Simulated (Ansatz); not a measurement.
## Be2C under changes of volume

One of the cells (6.765 Å³/atom); the others are scaled copies at fixed shape and fractional positions:

```
CELL_PARAMETERS angstrom
0.00000 2.16500 2.16500
2.16500 0.00000 2.16500
2.16500 2.16500 0.00000
ATOMIC_POSITIONS crystal
C 0.00000 0.00000 0.00000
Be 0.75000 0.75000 0.75000
Be 0.25000 0.25000 0.25000
```

```yaml
Program: Ansatz 0.2.0
Functional: LDA
Potentials_or_basis: all-electron LAPW, scalar-relativistic
Cutoff: 262 eV (chosen from the basis error)
Basis_error_allowed: 0.002 eV/atom
k_mesh: 11 × 11 × 11
Occupations: fermi-dirac, width 0.05 eV
Spin: no spin polarisation
```

```csv
volume (Å³/atom),energy over the lowest point (meV/atom),pressure (GPa),gap on the mesh (eV)
6.359,1.44,4.1,1.31
6.495,0.00,-0.6,1.30
6.630,2.35,-4.9,1.29
6.765,8.15,-8.8,1.28
6.901,17.09,-12.3,1.27
7.036,28.89,-15.5,1.25
7.171,?,?,?
```

Problem. What does the run at 7.171 Å³/atom give?

Solution. Energy over the lowest point 43.29 meV/atom; pressure -18.5 GPa; gap on the mesh 1.24 eV.

Worked out: A Birch-Murnaghan fit of order 3 (a polynomial in V^(-2/3)) to the other rows has its minimum at 6.48 Å³/atom with B0 = V·E''(V) = 216 GPa and B' = 3.4. It gives 43.26 meV/atom at 7.171 Å³/atom, against the run's 43.29, and -dE/dV = -18.5 GPa, against -18.5. A straight line through the other rows of the gap, of slope -0.564 eV per unit of ln V, extrapolates to 1.24 eV, against the run's 1.24.

Energies are extrapolated to zero smearing.

Caveats: an odd mesh through Γ misses points on the zone boundary, where band edges often lie.
